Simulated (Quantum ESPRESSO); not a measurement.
Runs of Quantum ESPRESSO 7.5 on InP. Symmetry: F-43m, No. 216, cubic system. Conventional cell: a = 5.861 Å, b = 5.861 Å, c = 5.861 Å, α = 90.00°, β = 90.00°, γ = 90.00°. Around In (site symmetry -43m) lie 4 P at 2.54 Å. Around P (site symmetry -43m) lie 4 In at 2.54 Å. 

| level | potentials or basis | k mesh | cutoff (eV) | form of the LDA | mesh quality | gap on the mesh (eV) |
| --- | --- | --- | --- | --- | --- | --- |
| PBE | PseudoDojo 0.4.1 SR PBE standard | 4 × 4 × 4 | 952 | - | coarse | 0.71 |
| LDA | PseudoDojo 0.4.1 SR LDA standard | 6 × 6 × 6 | 952 | PW92 | not flagged | (a) |
| PBEsol | PseudoDojo 0.4 SR PBEsol stringent | 6 × 6 × 6 | 1116 | - | not flagged | 0.61 |
| LDA | PseudoDojo 0.4.1 SR LDA stringent | 6 × 6 × 6 | 1007 | PW92 | not flagged | 0.48 |

Alike in all rows: task single point; no spin polarisation; cell as given; smearing fixed.

Q: Estimate the missing entries.

A: (a) 0.49.

Caveats: some runs use coarse meshes; spin-orbit coupling is left out, which moves the levels of the heavy elements.

A k mesh can miss the band edges, and the runs leave out spin-orbit coupling on In.

The runs don't all hold the same shells in valence.
